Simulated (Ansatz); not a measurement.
Two Ansatz runs on Ta

The cell is COD entry 1534932, as deposited and not checked against the literature; nothing was relaxed.

First run: DFT, PBE, PAW with Ansatz's default frozen-core files, scalar-relativistic (Ansatz 0.2.0).

Command: `ansatz run input.yaml --threads 1 --pin off --max-ram 2048MiB --backend cpu --events-out ev --progress --plain --runs-dir out` The run took 4.6 s on 1 thread of Arm Neoverse V1, with other jobs on the host, peak memory 0.39 GiB.

```yaml
crystal:
  lattice:
    - [0.0, 2.11, 2.11]
    - [2.11, 0.0, 2.11]
    - [2.11, 2.11, 0.0]
  atoms:
    - { symbol: Ta, position: [0.0, 0.0, 0.0] }
kpoints:
  mp_grid: { grid: [15, 15, 15] }
scf:
  occupations: { method: fermi_dirac, width: 0.08 }
hamiltonian:
  xc: pbe
  pseudopotentials: { kind: paw }
output:
  forces: true
  stress: true
  eigenvalues: true
  efg: { contact_densities: true }
basis:
  ecutwfc: 800
```

Result: converged; pressure 0.55 GPa; 6 SCF iterations.

Spin–orbit coupling is left out, though it moves levels of the heavy atoms by tenths of an eV or more.

The input is then changed:

```diff
@@ -12,5 +12,5 @@
 hamiltonian:
   xc: pbe
-  pseudopotentials: { kind: paw }
+  pseudopotentials: { kind: paw_fr }
 output:
   forces: true
@@ -18,5 +18,12 @@
   eigenvalues: true
   efg: { contact_densities: true }
+  write_density: true
+  write_potential: true
+  elf: true
+  volumetric_format: npy
 basis:
-  ecutwfc: 800
+  ecutwfc: "300 eV"
+magnetization:
+  noncollinear: true
+  spin_orbit: true
```

(1) What does the second run give?

## Answers

(1) It converged; pressure 0.33 GPa; 6 SCF iterations. Some of these settings are too coarse for converged properties.
